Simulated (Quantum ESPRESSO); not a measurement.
# GaN (P6_3mc) in Quantum ESPRESSO: settings compared, part 3 of 4

Quantum ESPRESSO 7.5.

## (5) Phonons, WC

Contents of pw.in:

```
&CONTROL
  calculation = 'scf'
  prefix = 'pwscf'
  outdir = './tmp'
  pseudo_dir = './pseudo'
  tprnfor = .true.
  tstress = .true.
  disk_io = 'low'
/
&SYSTEM
  ibrav = 0
  nat = 4
  ntyp = 2
  ecutwfc = 84
  nbnd = 26
  input_dft = 'wc'
  occupations = 'smearing'
  smearing = 'fd'
  degauss = 0.00367493
/
&ELECTRONS
  conv_thr = 8d-10
  electron_maxstep = 120
  mixing_beta = 0.5
/
ATOMIC_SPECIES
Ga    69.7230 Ga.upf
N     14.0070 N.upf
CELL_PARAMETERS angstrom
   3.1800000000    0.0000000000    0.0000000000
  -1.5900000000    2.7539607840    0.0000000000
   0.0000000000    0.0000000000    5.1660000000
ATOMIC_POSITIONS crystal
Ga     0.6666666667    0.3333333333    0.5000000000
Ga     0.3333333333    0.6666666667    0.0000000000
N      0.6666666667    0.3333333333    0.8750000000
N      0.3333333333    0.6666666667    0.3750000000
K_POINTS automatic
8 8 4 0 0 1
```

Contents of relax.in:

```
&CONTROL
  calculation = 'relax'
  prefix = 'pwscf'
  outdir = './tmp'
  pseudo_dir = './pseudo'
  tprnfor = .true.
  tstress = .true.
  disk_io = 'low'
  nstep = 40
  forc_conv_thr = 0.0001
  etot_conv_thr = 1d-06
/
&SYSTEM
  ibrav = 0
  nat = 4
  ntyp = 2
  ecutwfc = 84
  nbnd = 26
  input_dft = 'wc'
  occupations = 'smearing'
  smearing = 'fd'
  degauss = 0.00367493
/
&ELECTRONS
  conv_thr = 8d-10
  electron_maxstep = 120
  mixing_beta = 0.5
/
&IONS
  ion_dynamics = 'bfgs'
/
ATOMIC_SPECIES
Ga    69.7230 Ga.upf
N     14.0070 N.upf
CELL_PARAMETERS angstrom
   3.1800000000    0.0000000000    0.0000000000
  -1.5900000000    2.7539607840    0.0000000000
   0.0000000000    0.0000000000    5.1660000000
ATOMIC_POSITIONS crystal
Ga     0.6666666667    0.3333333333    0.5000000000
Ga     0.3333333333    0.6666666667    0.0000000000
N      0.6666666667    0.3333333333    0.8750000000
N      0.3333333333    0.6666666667    0.3750000000
K_POINTS automatic
8 8 4 0 0 1
```

Contents of scf2.in:

```
&CONTROL
  calculation = 'scf'
  prefix = 'pwscf'
  outdir = './tmp'
  pseudo_dir = './pseudo'
  tprnfor = .true.
  tstress = .true.
  disk_io = 'low'
/
&SYSTEM
  ibrav = 0
  nat = 4
  ntyp = 2
  ecutwfc = 84
  nbnd = 26
  input_dft = 'wc'
  occupations = 'fixed'
/
&ELECTRONS
  conv_thr = 1d-13
  electron_maxstep = 120
  mixing_beta = 0.5
  startingpot = 'file'
  startingwfc = 'file'
/
ATOMIC_SPECIES
Ga    69.7230 Ga.upf
N     14.0070 N.upf
CELL_PARAMETERS angstrom
   3.1800000000    0.0000000000    0.0000000000
  -1.5900000000    2.7539607840    0.0000000000
   0.0000000000    0.0000000000    5.1660000000
ATOMIC_POSITIONS crystal
Ga     0.6666666667    0.3333333333    0.4989696435
Ga     0.3333333333    0.6666666667   -0.0010303565
N      0.6666666667    0.3333333333    0.8760303565
N      0.3333333333    0.6666666667    0.3760303565
K_POINTS automatic
8 8 4 0 0 1
```

Contents of ph.in:

```
phonons of GaN
&INPUTPH
  prefix = 'pwscf'
  outdir = './tmp'
  tr2_ph = 1d-16
  fildyn = 'dyn'
  niter_ph = 60
  alpha_mix(1) = 0.7
  epsil = .true.
/
0.0000000000 0.0000000000 0.0000000000
```

Contents of dynmat.in:

```
&INPUT
  fildyn = 'dyn'
  asr = 'crystal'
  lperm = .true.
  filout = 'dynmat.disp'
  fileig = 'dynmat.eig'
/
```

Contents of dynmat_lo.in:

```
&INPUT
  fildyn = 'dyn'
  asr = 'crystal'
  filout = 'dynmat_lo.disp'
  fileig = 'dynmat_lo.eig'
  q(1) = 0
  q(2) = 0
  q(3) = 1
/
```

Potentials or basis: PseudoDojo 0.4.1 SR PBE standard.

Command:

```
$ OMP_NUM_THREADS=1 pw.x -in pw.in > pw.out
$ OMP_NUM_THREADS=1 pw.x -in relax.in > relax.out
$ OMP_NUM_THREADS=1 pw.x -in scf2.in > scf2.out
$ OMP_NUM_THREADS=1 ph.x -in ph.in > ph.out
$ OMP_NUM_THREADS=1 dynmat.x -in dynmat.in > dynmat.out
$ OMP_NUM_THREADS=1 dynmat.x -in dynmat_lo.in > dynmat_lo.out
```

pw.out:

```text
This program is part of the open-source Quantum ESPRESSO suite
     for quantum simulation of materials; please cite
         "P. Giannozzi et al., J. Phys.:Condens. Matter 21 395502 (2009);
         "P. Giannozzi et al., J. Phys.:Condens. Matter 29 465901 (2017);
         "P. Giannozzi et al., J. Chem. Phys. 152 154105 (2020);
     in publications or presentations arising from this work. More details at

     IMPORTANT: XC functional enforced from input :
     Exchange-correlation= WC
                           (   1   4  11   4   0   0   0)
     Any further DFT definition will be discarded
     Please, verify this is what you really want

     Message from routine setup:
     using ibrav=0 with symmetry is DISCOURAGED, use correct ibrav instead

     G-vector sticks info
     --------------------
     sticks:   dense  smooth     PW     G-vecs:    dense   smooth      PW
     Sum         847     847    241                31863    31863    4927

     Using Slab Decomposition
[... 303 lines left out ...]
    -4.3155  -4.2900  -2.7408  -2.7087  -2.6984  -2.6306  -2.5569  -2.5423
    -2.5123  -2.5082  -0.8799  -0.7484   4.3132   4.5427   6.2516   7.1725
     8.7232   9.1016  16.4487  17.2293  17.9217  18.5215  19.7139  19.7346
    23.5120  24.0886

     the Fermi energy is    11.9921 ev

!    total energy              =    -347.03436315 Ry
     estimated scf accuracy    <          2.2E-10 Ry
     smearing contrib. (-TS)   =      -0.00000000 Ry
     internal energy E=F+TS    =    -347.03436315 Ry

     The total energy is F=E-TS. E is the sum of the following terms:
     one-electron contribution =    -104.11500823 Ry
     hartree contribution      =      86.79886103 Ry
     xc contribution           =     -95.71126758 Ry
     ewald contribution        =    -234.00694837 Ry

     convergence has been achieved in  10 iterations

     Forces acting on atoms (cartesian axes, Ry/au):

     atom    1 type  1   force =    -0.00000000   -0.00000000   -0.00512105
     atom    2 type  1   force =    -0.00000000   -0.00000000   -0.00512105
     atom    3 type  2   force =     0.00000000   -0.00000000    0.00512105
     atom    4 type  2   force =     0.00000000    0.00000000    0.00512105

     Total force =     0.010242     Total SCF correction =     0.000002

     Computing stress (Cartesian axis) and pressure

          total   stress  (Ry/bohr**3)                   (kbar)     P=       21.69
   0.00009836   0.00000000   0.00000000           14.47        0.00        0.00
  -0.00000000   0.00009836   0.00000000           -0.00       14.47        0.00
   0.00000000   0.00000000   0.00024566            0.00        0.00       36.14

=------------------------------------------------------------------------------=
   JOB DONE.
=------------------------------------------------------------------------------=
```

relax.out:

```text
This program is part of the open-source Quantum ESPRESSO suite
     for quantum simulation of materials; please cite
         "P. Giannozzi et al., J. Phys.:Condens. Matter 21 395502 (2009);
         "P. Giannozzi et al., J. Phys.:Condens. Matter 29 465901 (2017);
         "P. Giannozzi et al., J. Chem. Phys. 152 154105 (2020);
[... 1064 lines left out ...]
Ga               0.3333333333        0.6666666667       -0.0010303565
N                0.6666666667        0.3333333333        0.8760303565
N                0.3333333333        0.6666666667        0.3760303565
End final coordinates

=------------------------------------------------------------------------------=
   JOB DONE.
=------------------------------------------------------------------------------=
```

It took 18 min on 1 thread of Arm Neoverse V2, shared host; peak memory 0.09 GiB.

Results:

- Free energy: -4721.6444 eV
- Pressure after relaxing: 2.2 GPa
- Electronic dielectric tensor (diagonal): 5.94, 5.94, 5.90
- Born charges (mean of the diagonal): Ga +2.67; N -2.68 e
- Highest phonon frequency at Γ, LO-TO splitting left out: 686 cm⁻¹
- Static dielectric tensor (diagonal): 10.21, 10.21, 10.97

The path:
| step | energy change (eV) | largest force (eV/Å) | pressure (GPa) |
| --- | --- | --- | --- |
| 1 | 0.0000 | 0.1317 | 2.17 |
| 2 | -0.0011 | 0.0634 | 2.16 |
| 3 | -0.0014 | 0.0023 | 2.17 |
| 4 | -0.0014 | 0.0000 | 2.16 |

Final structure:
```
Ga N
1.0
     3.18000    0.00000    0.00000
    -1.59000    2.75396    0.00000
     0.00000    0.00000    5.16600
Ga N
2 2
Direct
  0.66667 0.33333 0.49897
  0.33333 0.66667 0.99897
  0.66667 0.33333 0.87603
  0.33333 0.66667 0.37603
```

Phonon frequencies in cm⁻¹ (negative: imaginary):
```
              q point                                frequencies
(0.000, 0.000, 0.000)  5 7 7 136 136 330 529 550 550 559 559 686
```

Electronic dielectric tensor:
```
5.94 0.00 0.00
0.00 5.94 0.00
0.00 0.00 5.90
```

Born effective charge tensors (e):
atom 1, Ga
```
2.63 0.00 0.00
0.00 2.63 0.00
0.00 0.00 2.76
```
atom 2, Ga
```
2.63 0.00 0.00
0.00 2.63 0.00
0.00 0.00 2.76
```
atom 3, N
```
-2.64  0.00  0.00
 0.00 -2.64  0.00
 0.00  0.00 -2.76
```
atom 4, N
```
-2.64  0.00  0.00
 0.00 -2.64  0.00
 0.00  0.00 -2.76
```

Optical modes at Γ, degenerate ones joined, polar ones without the macroscopic field:
```csv
cm⁻¹,components,symmetry,active in,"IR intensity, summed ((D/Å)²/amu)"
136,2,E2,Raman,0.00
330,1,B1,silent,0.00
529,1,A1,IR and Raman,30.11
550,2,E1,IR and Raman,54.84
559,2,E2,Raman,0.00
686,1,B1,silent,0.00
```

Zone-centre frequencies without and with the macroscopic field along z (cm⁻¹):
|  | optical modes in rising order |
| --- | --- |
| without | 136 136 330 529 550 550 559 559 686 |
| with the field | 136 136 330 550 550 559 559 686 721 |

Static dielectric tensor, electrons and zone-centre modes:
```
10.21  0.00  0.00
 0.00 10.21  0.00
 0.00  0.00 10.97
```

Caveat: the potentials were made for another functional, which shifts forces and pressure.

(Part 3 of 4 ends here.)
